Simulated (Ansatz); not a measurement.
# The polar optical mode of AlN at 2 GPa, worked through

Computed with DFT PBE, scalar-relativistic, plane waves, PAW in Ansatz. Settings: 420 eV plane-wave cutoff, Γ-centred 10×10×10 mesh, fixed occupations. No spin polarisation. Phonons by linear response, acoustic sum rule imposed.

The cell, relaxed at 2 GPa:
```cif
data_structure
_symmetry_space_group_name_H-M 'F-43m'
_symmetry_Int_Tables_number 216
_cell_length_a 4.3883
_cell_length_b 4.3883
_cell_length_c 4.3883
_cell_angle_alpha 90.000
_cell_angle_beta 90.000
_cell_angle_gamma 90.000
_cell_volume 84.51
loop_
_atom_site_label
_atom_site_type_symbol
_atom_site_symmetry_multiplicity
_atom_site_Wyckoff_symbol
_atom_site_fract_x
_atom_site_fract_y
_atom_site_fract_z
_atom_site_occupancy
Al1 Al 4 a 0.00000 0.00000 0.00000 1
N1 N 4 c 0.25000 0.25000 0.25000 1
```

Linear response gives ν_TO = 644.1 cm⁻¹, Born charges ±2.548 e (positive on Al) and ε∞ = 4.605. The primitive cell holds 21.126 Å³, and the masses are 26.982 and 14.007 amu.

Q: Find ν_LO and the static dielectric constant.

A: The long-wave field adds a restoring force: ω_LO² − ω_TO² = Z*²e²/(ε_vac ε∞ μV). In these units ν_LO² − ν_TO² = 4.92064×10⁷ Z*²/(μ V ε∞) cm⁻², with μ = m₁m₂/(m₁ + m₂) = 9.220 amu: 356161 cm⁻². So ν_LO = √(644.1² + 356161) = 878.1 cm⁻¹, and the run gives 878.1. Lyddane–Sachs–Teller then gives ε0 = ε∞ (ν_LO/ν_TO)² = 8.56, against 8.56 in the run (it forms both from the same three quantities, so the match checks the arithmetic only). Between ν_TO and ν_LO the dielectric function is negative and an undamped crystal reflects fully: a reststrahlen band from 11.4 to 15.5 μm.

Q: What do the Clausius–Mossotti polarisability and the Szigeti charge come to?

A: With the Lorentz local field, α = (3V/4π)(ε∞ − 1)/(ε∞ + 2) = 2.75 Å³ for the pair, and e_S = 3Z*/(ε∞ + 2) = 1.16 e. The Born charge includes the electrons' response to the dipole's own local field, and e_S takes that enhancement out. The Lorentz field assumes point-like polarisable ions, a poor picture once ε∞ is this large, since the electron clouds then overlap or are shared, so both numbers are formal here.

Q: How strongly does a slow electron couple to the LO mode?

A: For one isotropic parabolic band, Fröhlich's constant is α_F = (1/ε∞ − 1/ε0) √(m* Ry/ħω_LO), with Ry = 13.606 eV, ħω_LO = 108.9 meV and m* in free-electron masses: α_F = 0.1003 × 11.18 × √m* = 1.12 √m*. The band mass isn't part of this run; for m* = 0.1, 0.3 and 1 it gives 0.35, 0.61, 1.12. In weak coupling the polaron lies α_F ħω_LO below the band edge (67 meV at m* = 0.3) with a mass m*(1 + α_F/6); past α_F of about 5 or 6 that expansion fails. A semilocal functional's ε∞ tends to be too large, which taken alone lowers α_F.

This zinc-blende form isn't the usual stable structure of the compound at low pressure.

Cost: 1 run of about 0.44 core-minutes, on Intel Xeon Platinum 8259CL (Skylake/Cascade Lake) (shared hosts).